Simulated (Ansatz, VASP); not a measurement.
# Cross-check of HfO2 (1T-HfO2, 1 layer) between VASP and Ansatz, part 2 of 2

Wanted: the spread between two codes on one cell, functional and k mesh. Of the first pair: The structure shown is the start of the Ansatz relaxation below; VASP solves that cell, so the two are compared at the walk's first step.

VASP 6.6.1 and Ansatz 0.2.0.

So far: Starting point; Ansatz: relaxation, PBE; VASP: single point, PBE, start cell, pair 1.

## (4) Side by side

Known differences besides the potentials themselves: the data sets hold 38 valence electrons in Ansatz (on its default PAW (the set named soft_2) files) and 22 in VASP; the cutoff is 420 eV in Ansatz and 520 eV in VASP. Total energies have different zeros and are not compared.

Forces (eV/Å; atoms numbered as in POSCAR):

```csv
atom,"Ansatz x, y, z","VASP x, y, z"
O1,"0.000, 0.000, 4.042","0.000, 0.000, 4.189"
O2,"0.000, 0.000, -4.042","0.000, 0.000, -4.189"
Hf3,"0.000, 0.000, 0.000","0.000, 0.000, 0.000"
```

The forces differ by 70 meV/Å r.m.s., which is 3.5 % of the r.m.s. force of 1.975 eV/Å (both taken over all components). With vacuum in the cell, a pressure given here is an average over mostly empty space and none of the material.

## (5) Ansatz: relaxation, PBE

This run makes the geometry at which the two programs are then compared.

The structure compared here is the end of the Ansatz relaxation.

Contents of input.yaml:

```yaml
crystal:
  lattice:
    - [3.24, 0.0, 0.0]
    - [-1.62, 2.8059223083, 0.0]
    - [0.0, 0.0, 24.5185908759]
  atoms:
    - { symbol: O, position: [0.6666666667, 0.3333333333, 0.4486391594] }
    - { symbol: Hf, position: [0.0, 0.0, 0.5] }
    - { symbol: O, position: [0.3333333333, 0.6666666667, 0.5513608406] }
kpoints:
  mp_grid: { grid: [12, 12, 1] }
hamiltonian:
  xc: pbe
scf:
  occupations: { method: fermi_dirac, width: 0.05 }
  convergence: { dr2_threshold: 1.0e-08 }
efield:
  axis: 3
  dipole_correction: true
  ramp_position: 0.97
  ramp_width: 0.04
relax:
  f_tol: 0.01
  cell: { fix: [c, alpha, beta] }
output:
  write_potential: true
  write_density: true
  volumetric_format: npy
```

Started as:

```sh
$ ansatz run input.yaml --threads 4 --pin off --max-ram 8192MiB --backend cpu --events-out ev --progress --plain --runs-dir out
```

Numbers of over 12 decimals in the logs are rounded to 6 here.

The log of the run:

```text
[...]
Crystal: 3 atoms, lattice volume = 222.903 Å³
Basis set: ecut = 420 eV, 4461 PW (Γ), exchange–correlation on 48×48×360 points (8 copies of the dense FFT grid, shifted against one another)
[...]
cell:  # Å, volume = 224.4952 Å³
    - [3.251550, 8.548850930628489e-19, 0]
    - [-1.625775, 2.815925, 0]
    - [0, 0, 24.5185908759]
  atoms:
    - { symbol: O, position: [0.666667, 0.333333, 0.460436] }
    - { symbol: Hf, position: [0, 0, 0.500000] }
    - { symbol: O, position: [0.333333, 0.666667, 0.539564] }
[key lines of the parts left out:]
SCF converged after 5 iterations
Free energy (F): -16860.995411 eV
Fermi energy:    -2.072089 eV
Dipole field:    D = -0.000001 V/Å  (p = -0.000002 e·Å, saw-weighted, corrected)
Work function:   Φ+ = 5.4028 eV   Φ− = 5.4028 eV
P = ⅓ Tr σ = 0.0083 GPa (0.083 kbar)
```

## (6) VASP: single point, PBE, relaxed cell, pair 2

The same cell, functional, mesh and smearing now go to VASP, with its own data sets.

Contents of INCAR:

```
SYSTEM = HfO2
PREC = Accurate
ENCUT = 600
EDIFF = 1E-06
NELM = 120
ISMEAR = -1
SIGMA = 0.05
LREAL = .FALSE.
ALGO = Normal
GGA = PE
NBANDS = 17
LASPH = .TRUE.
LORBIT = 11
LWAVE = .FALSE.
LCHARG = .FALSE.
ISIF = 2
LDIPOL = .TRUE.
IDIPOL = 3
DIPOL = 0.5 0.5 0.5
LVHAR = .TRUE.
GGA_COMPAT = .FALSE.
EFERMI = MIDGAP
NELMDL = -8
```

Contents of POSCAR:

```
HfO2
1.0
    3.2515501806      0.0000000000      0.0000000000
   -1.6257750903      2.8159250581      0.0000000000
    0.0000000000      0.0000000000     24.5185908759
O Hf
2 1
Direct
    0.6666666667      0.3333333333      0.4604362766
    0.3333333333      0.6666666667      0.5395637340
    0.0000000000      0.0000000000      0.4999999894
```

Contents of KPOINTS:

```
Automatic mesh
0
Gamma
12 12 1
0 0 0
```

Potentials, in the order of the species: O and Hf_pv (PBE family, release 64).

Started as:

```sh
$ mpirun -np 1 vasp_std
```

The log of the run:

```text
[... set-up lines as in an earlier step ...]
 entering main loop
       N       E                     dE             d eps       ncg     rms          rms(c)
DAV:   1     0.150876785656E+03    0.15088E+03   -0.11062E+04   798   0.109E+03
DAV:   2    -0.142557595774E+02   -0.16513E+03   -0.15855E+03   863   0.229E+02
DAV:   3    -0.351232530939E+02   -0.20867E+02   -0.20804E+02   822   0.849E+01
DAV:   4    -0.354165890918E+02   -0.29334E+00   -0.29272E+00   912   0.118E+01
[...]
DAV:  23    -0.298396897203E+02   -0.87566E-05   -0.25116E-07   667   0.166E-03    0.292E-04
DAV:  24    -0.298396914553E+02   -0.17350E-05   -0.57985E-08   741   0.792E-04    0.321E-04
DAV:  25    -0.298396918557E+02   -0.40037E-06   -0.53491E-09   722   0.320E-04
   1 F= -.29839692E+02 E0= -.29839692E+02  d E =-.191211E-21
```

Parts of OUTCAR (step 6):

```text
  Total       -0.7944237     -0.7944237     -0.4767235     -0.0000000      0.0000000      0.0000000
  in kB       -5.6696428     -5.6696428     -3.4022805     -0.0000000      0.0000000      0.0000000
  external PRESSURE =      -4.9138554 kB  Pullay stress =       0.0000000 kB

 POSITION                                       TOTAL-FORCE (eV/Angst)
 -----------------------------------------------------------------------------------
      1.62578      0.93864     11.28925         0.000000      0.000000      0.201153
     -0.00000      1.87728     13.22934        -0.000000      0.000000     -0.201153
      0.00000      0.00000     12.25930        -0.000000      0.000000      0.000000
 -----------------------------------------------------------------------------------
    total drift:                                0.000000      0.000000     -0.000148

  FREE ENERGIE OF THE ION-ELECTRON SYSTEM (eV)
  ---------------------------------------------------
  free  energy   TOTEN  =       -29.8396918557 eV

  energy  without entropy=      -29.8396918557  energy(sigma->0) =      -29.83969186

[... 1 part as in an earlier step ...]

[... 2 further parts left out ...]
[key lines of the parts left out:]
E-fermi :  -3.8361
```

## (7) Comparison

What differs besides the data sets and the points named for the pairs above, as far as they apply: the data sets hold 38 valence electrons in Ansatz (on its default PAW (the set named soft_2) files) and 22 in VASP; the cutoff is 420 eV in Ansatz and 600 eV in VASP; Ansatz's pressure holds a Pulay correction, VASP's none. Total energies have different zeros and are not compared.

Both answers:

```csv
quantity,Ansatz,VASP,difference
pressure (GPa),0.01,-0.49,+0.50
gap on the k mesh (eV),4.833,4.840,-0.007
```

Forces (eV/Å; atoms numbered as in POSCAR):

```csv
atom,"Ansatz x, y, z","VASP x, y, z"
O1,"0.000, 0.000, 0.001","0.000, 0.000, 0.201"
O2,"0.000, 0.000, -0.001","0.000, 0.000, -0.201"
Hf3,"0.000, 0.000, 0.000","0.000, 0.000, 0.000"
```

The forces differ by 94 meV/Å r.m.s., where the r.m.s. force is 0.000 eV/Å in Ansatz and 0.095 eV/Å in VASP: the atoms lie near their places of rest in Ansatz, so a percentage would say little (all taken over all components). A gap on the mesh is an upper bound, since the band edges may lie between its points; neither run holds spin-orbit coupling, which can move the band edges of a compound of Hf. With vacuum in the cell, a pressure given here is an average over mostly empty space and none of the material.

## (8) Outcome

```yaml
r_m_s_force_difference_single_point_pbe_start_cell_pair_1: 3.5 % of the r.m.s. force
r_m_s_force_difference_single_point_pbe_relaxed_cell_pair_2: 94 meV/Å
```

**Reading.** The r.m.s. force difference is 94 meV/Å (single point, PBE, relaxed cell, pair 2), beyond the 12 meV/Å picked in this series as the mark of a large difference. The data sets hold unlike numbers of valence electrons (38 in Ansatz and 22 in VASP), so part of the differences comes from the potentials. What causes the difference of the single point, PBE, start cell, pair 1 pair stays open here. What causes the difference of the single point, PBE, relaxed cell, pair 2 pair stays open here. How closely two codes agree says nothing of how well the functional describes the real material.

[Lines on the potential files, build, host, timing and source positions are cut from VASP's logs without a mark.]

[Logs are printed without paths, hosts, clocks, repeated set-up lines and the standing remarks that a program may print on its own settings, such as how far it seeks lower states.]

[Hosts, paths, dates, database ids (printed as entryN), source tags and the programs' standing remarks are cut or masked in the printed files.]
